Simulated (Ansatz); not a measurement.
**SnSe: strain and displacement**

```
Sn Se
1.0
     0.00000    3.01000    3.01000
     3.01000    0.00000    3.01000
     3.01000    3.01000    0.00000
Sn Se
1 1
Direct
  0.00000 0.00000 0.00000
  0.50000 0.50000 0.50000
```

Atom numbers follow the list: Sn1, Se2.

Conventional cell: a = 6.020 Å, b = 6.020 Å, c = 6.020 Å, α = 90.00°, β = 90.00°, γ = 90.00°. Sn (atom 1) is surrounded by 6 Se at 3.01 Å. Se (atom 2) is surrounded by 6 Sn at 3.01 Å.

The cell is COD entry 9008725, as deposited and not checked against the literature; nothing was relaxed.

Spin–orbit coupling is left out, though it moves levels of the heavy atoms by tenths of an eV or more.

Level of theory: DFT, PBE, all-electron LAPW, scalar-relativistic (Ansatz 0.2.0).

The runs use a Γ-centred 9×9×9 k mesh, Fermi–Dirac smearing of 0.02 eV, basis error target 0.25 meV/atom, no spin polarisation.

The unchanged cell is at 1.03 GPa.

x, y and z are the Cartesian axes of the cell as listed; fractional coordinates follow a strain, and an engineering shear is twice the off-diagonal strain component.

(1) One change gave: energy change under 1 meV/atom; stress change (xx, yy, zz, yz, xz, xy) 0.00, 0.00, 0.00, -0.19, -0.19, -0.19 GPa, compression positive. Which change was it?
A. equal xy, yz and zx engineering shear strains of +3 %
B. equal xy, yz and zx engineering shear strains of -1 %
C. equal xy, yz and zx engineering shear strains of -3 %
D. equal xy, yz and zx engineering shear strains of +2 %
E. equal xy, yz and zx engineering shear strains of -2 %
F. equal xy, yz and zx engineering shear strains of +1 %

## Answers

(1) F. For equal xy, yz and zx engineering shear strains of -3 %: energy change +4 meV/atom; stress change (xx, yy, zz, yz, xz, xy) 0.00, 0.00, 0.00, 0.52, 0.52, 0.52 GPa, compression positive. For equal xy, yz and zx engineering shear strains of -1 %: energy change under 1 meV/atom; stress change (xx, yy, zz, yz, xz, xy) 0.00, 0.00, 0.00, 0.18, 0.18, 0.18 GPa, compression positive. For equal xy, yz and zx engineering shear strains of +2 %: energy change +2 meV/atom; stress change (xx, yy, zz, yz, xz, xy) 0.00, 0.00, 0.00, -0.38, -0.38, -0.38 GPa, compression positive. For equal xy, yz and zx engineering shear strains of -2 %: energy change +2 meV/atom; stress change (xx, yy, zz, yz, xz, xy) 0.00, 0.00, 0.00, 0.36, 0.36, 0.36 GPa, compression positive. For equal xy, yz and zx engineering shear strains of +3 %: energy change +4 meV/atom; stress change (xx, yy, zz, yz, xz, xy) 0.00, 0.00, 0.00, -0.58, -0.58, -0.58 GPa, compression positive.
